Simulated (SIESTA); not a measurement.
Crystal: GaP.

```
Ga P
1.0
     0.00000    2.72525    2.72525
     2.72525    0.00000    2.72525
     2.72525    2.72525    0.00000
Ga P
1 1
Cartesian
  0.0000 0.0000 0.0000
  4.0879 4.0879 4.0879
```

Base run:

```yaml
Program: SIESTA 5.4.2
Functional: PBEsol
Potentials_or_basis: PseudoDojo 0.4 standard (PBEsol files)
Basis: DZP (energy shift 0.003 Ry; two zetas on semicore shells)
Grid_cutoff: 800 Ry
Energy_shift: 0.003 Ry
k_mesh: 8 × 8 × 8
Occupations: fermi-dirac, width 0.05 eV
Spin: no spin polarisation
```

Its results: band gap on the k mesh 1.52 eV, indirect (least direct gap 1.96 eV); pressure 0.2 GPa.

The run is repeated on the same cell with these changes: functional from PBEsol to AM05. What comes out?

Band gap on the k mesh 1.60 eV, indirect (least direct gap 2.01 eV); pressure 0.2 GPa.

Caveats: the basis of atomic orbitals isn't converged, which shifts pressures, moduli and gaps; the potentials were made for another functional, which shifts forces and pressure (some runs).

A k mesh can miss the band edges.
